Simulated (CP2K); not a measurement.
TiO2:

```xyz
12
Lattice="4.8127 0.0000 0.0000 0.0000 4.8719 0.0000 -0.8629 0.0000 4.9666" Properties=species:S:1:pos:R:3 pbc="T T T"
Ti    1.1513    0.2573    1.0586
Ti    3.2300    2.6932    1.4247
Ti    2.7985    4.6146    3.9080
Ti    0.7198    2.1787    3.5419
O    -0.4276    0.8622    4.2293
O     3.9459    3.2981    3.2206
O     4.3774    4.0097    0.7373
O     0.0039    1.5738    1.7460
O     1.7406    3.6911    2.3183
O     2.6406    1.2552    0.1650
O     2.2092    1.1808    2.6483
O     1.3092    3.6167    4.8016
```

The cell comes from a database or a generator and needn't be the stable form of this composition.

Base run:

- Program: CP2K 2026.2
- Functional: SCAN
- Potentials or basis: POTENTIAL_UZH Ti GTH-PBE-q12, O GTH-PBE-q6; DZVP-MOLOPT-PBE-GTH basis
- Density cutoff: 11565 eV
- k mesh: 5 × 4 × 4
- Occupations: fermi-dirac, width 0.05 eV
- Spin: no spin polarisation

Its results: band gap on the k mesh 2.73 eV, indirect (least direct gap 2.78 eV); pressure -0.6 GPa; largest force 0.228 eV/Å.

Task: After a change of settings the same cell gave: band gap on the k mesh 2.31 eV, indirect (least direct gap 2.36 eV); pressure 3.7 GPa; largest force 0.107 eV/Å. Which change was it?
A. functional from SCAN to HLE16
B. functional from SCAN to optB88-vdW
C. functional from SCAN to AM05
D. functional from SCAN to PBEsol

Result: B.

Caveats: the potentials were made for another functional, which shifts forces and pressure; an odd mesh through Γ misses points on the zone boundary, where band edges often lie; the basis of atomic orbitals isn't converged, which shifts pressures, moduli and gaps.

Runs at the PBE level aren't shown here.
